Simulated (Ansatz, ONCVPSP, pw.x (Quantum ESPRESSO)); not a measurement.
# From atom to crystal: ONCV potential for zirconium (Zr)

- Element: zirconium
- Generator: ONCVPSP 4.0.1.1 (patched build)
- Type: optimised norm-conserving Vanderbilt (ONCV)
- Functional: PBE
- Relativity: scalar-relativistic
- Frozen core: [Kr]
- Valence charge: 4
- Reference configuration: 4d2 5s2
- Partial waves: 5s: rc 3.45 bohr, ncon 4, nbas 7, qcut 2 1/bohr, 2 projectors, debl 3.1 Ha; p scattering state at 0.09 Ha: rc 3.60 bohr, ncon 3, nbas 6, qcut 2.1 1/bohr, 2 projectors, debl 1.3 Ha; 4d: rc 1.95 bohr, ncon 4, nbas 6, qcut 4.4 1/bohr, 3 projectors, debl 2.4 Ha
- Local potential: polynomial inside 1.85 bohr (lpopt 5, dvloc0 4 Ha)
- Core correction: none

In the p channel the program set the typed energies aside and used 0.050, 1.350 Ha.

Atomic tests: cutoffs needed: 24 Ha and 30 Ha (the cutoffs (Ha) at which the residual kinetic energy of the hardest occupied pseudo-wave falls to 1 and 0.1 mHa per electron); ghost test: no bound ghost flagged; GHOST(+) flagged for p at 61.4 eV, s at 76.0 eV; largest excitation error: +354 meV (all-electron minus pseudo) for 4d1 5s0, out of 4 test configurations.

Crystal test: fcc Zr in pw.x 7.5, no spin, 13³ k-points, Fermi–Dirac smearing 0.01 Ry, cutoffs 70/280 Ry. The reference is all-electron LAPW (Ansatz 0.2.0) with the same functional, mesh and smearing; V0 and B0 come from Birch–Murnaghan fits to the pressures at five volumes. Errors are pseudo minus all-electron; Δ is the rms difference of the E(V) curves that follow from these fits, minima aligned, over ±6 % about the mean V0. Mesh and smearing are coarse, so the numbers serve the comparison and aren't converged zero-temperature values; the lattice is a test structure that the element need not adopt.

```json
{"V (Å³/atom)": "22.068", "P all-electron (GPa)": "5.32", "P pseudo (GPa)": "5.86"}
{"V (Å³/atom)": "22.648", "P all-electron (GPa)": "2.68", "P pseudo (GPa)": "3.36"}
{"V (Å³/atom)": "23.229", "P all-electron (GPa)": "0.31", "P pseudo (GPa)": "1.10"}
{"V (Å³/atom)": "23.810", "P all-electron (GPa)": "-1.83", "P pseudo (GPa)": "-0.96"}
{"V (Å³/atom)": "24.390", "P all-electron (GPa)": "-3.75", "P pseudo (GPa)": "-2.82"}
```

All-electron: a0 = 4.534 Å (V0 = 23.31 Å³/atom), B0 = 89.0 GPa.

Pseudopotential: mean pressure error (GPa): +0.76; a0 (Å): 4.549; a0 error (%): +0.32; B0 error (%): -6.7; Δ (meV/atom): 4.1. The largest radius (3.60 bohr) exceeds half the bond length (3.03 bohr), so the spheres overlap, which is one possible source of error among others.

Task: At the middle volume, how do free energy and pressure move when the wave cutoff is lowered (ecutrho kept at four times it)?

Result:

```csv
cutoff (Ry),shift of F (meV/atom),shift of P (GPa)
32,+117.9,+0.30
42,+79.0,-0.94
56,+12.5,-0.55
```

The run at the middle volume (84 k-points, 8 iterations) took about 33 s on one core of a shared host (Neoverse-N1, 64 threads, 124 GiB, load 55).
